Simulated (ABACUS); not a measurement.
# TiAl: equation of state with PBE

TiAl:

```
Ti Al
1.0
     3.17906    0.00000    0.00000
     0.00000    3.17906    0.00000
     0.00000    0.00000    3.17906
Ti Al
1 1
Direct
  0.00000 0.00000 0.00000
  0.50000 0.50000 0.50000
```

The cell comes from a database or a generator and needn't be the stable form of this composition.

```yaml
Program: ABACUS 3.10.1
Task: equation of state
Functional: PBE
Potentials_or_basis: PseudoDojo NC SR 0.4.1 PBE standard
Cutoff: 1361 eV
Density_cutoff: 5442 eV
Basis: TZDP LCAO (the cutoffs set its grid)
k_mesh: 8 × 8 × 8
Occupations: fermi-dirac, width 0.05 eV
Spin: no spin polarisation
```

```
Equilibrium volume                      : 16.22 Å³/atom
Bulk modulus                            : 111 GPa
Pressure derivative of the bulk modulus : 3.9
```

Energy against volume, from the lowest point:
```
volume (Å³/atom)  energy (meV/atom)
          15.101              29.51
          15.422              14.23
          15.743               4.55
          16.065               0.00
          16.386               0.07
          16.707               4.38
          17.028              12.46
```

All runs of the series together: 64 s on 4 threads of Intel(R) Xeon(R) CPU @ 2.60GHz (Ice Lake), with other jobs on the host.

Caveat: the atomic orbitals were generated for these runs and aren't a published set; the basis of atomic orbitals isn't converged, which shifts pressures, moduli and gaps.
